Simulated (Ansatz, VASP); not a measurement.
# KTaO3 in VASP and in Ansatz

The input INCAR:

```
SYSTEM = KTaO3
PREC = Accurate ; ENCUT = 520
EDIFF = 1E-7 ; ISMEAR = -1
SIGMA = 0.05 ; LREAL = .False.
LASPH = .True. ; NELM = 60
ALGO = Normal ; ISIF = 2
LWAVE = .False. ; LCHARG = .True.
GGA = CA ; LELF = .True.
LVHAR = .True. ; NBANDS = 27
```

Contents of KPOINTS:

```
Automatic mesh
0
Gamma
  7 7 7
  0 0 0
```

POSCAR

```
KTaO3
1.0
    3.9883000000      0.0000000000      0.0000000000
    0.0000000000      3.9883000000      0.0000000000
    0.0000000000      0.0000000000      3.9883000000
Ta K O
1 1 3
Direct
    0.0000000000      0.0000000000      0.0000000000
    0.5000000000      0.5000000000      0.5000000000
    0.0000000000      0.0000000000      0.5000000000
    0.0000000000      0.5000000000      0.0000000000
    0.5000000000      0.0000000000      0.0000000000
```

File input.yaml:

```yaml
crystal:
  lattice:
    - [3.9883, 0.0, 0.0]
    - [0.0, 3.9883, 0.0]
    - [0.0, 0.0, 3.9883]
  atoms:
    - { symbol: Ta, position: [0.0, 0.0, 0.0] }
    - { symbol: K, position: [0.5, 0.5, 0.5] }
    - { symbol: O, position: [0.0, 0.0, 0.5] }
    - { symbol: O, position: [0.0, 0.5, 0.0] }
    - { symbol: O, position: [0.5, 0.0, 0.0] }
kpoints:
  mp_grid: { grid: [7, 7, 7] }
  band_path:
    path:
      - [0.0, 0.0, 0.0]
      - [0.0, 0.5, 0.0]
      - [0.5, 0.5, 0.0]
      - [0.0, 0.0, 0.0]
      - [0.5, 0.5, 0.5]
      - [0.0, 0.5, 0.0]
    npoints: 8
scf:
  occupations: { method: fermi_dirac, width: 0.05 }
hamiltonian:
  xc: lda
  pseudopotentials: { kind: all_electron, lapw: { basis_error: 0.002 } }
output:
  forces: true
  stress: true
  eigenvalues: true
```

Alike in both runs: functional LDA; k mesh 7 × 7 × 7; occupations fermi-dirac, width 0.05 eV; no spin polarisation.

|  | VASP | Ansatz |
| --- | --- | --- |
| version | VASP 6.6.1 | Ansatz 0.2.0 |
| potentials or method | VASP PAW LDA potentials, release 64 (Ta_pv, K_sv, O) | all-electron LAPW, scalar-relativistic |
| plane-wave cutoff (eV) | 520 | see its input |
| task | single point | band structure |

|  | VASP | Ansatz | Ansatz less VASP |
| --- | --- | --- | --- |
| gap on the k mesh at the Fermi level (eV) | 2.08 | 2.14 | +0.057 |
| least direct gap on the mesh (eV) | 2.65 | 2.69 | +0.039 |
| pressure (GPa) | -4.4 | -5.5 | -1.10 |

Ansatz ran all-electron here, so the differences hold the error of VASP's frozen core and of both bases.

Caveats: spin-orbit coupling is left out, which moves the levels of the heavy elements; an odd mesh through Γ misses points on the zone boundary, where band edges often lie (VASP).
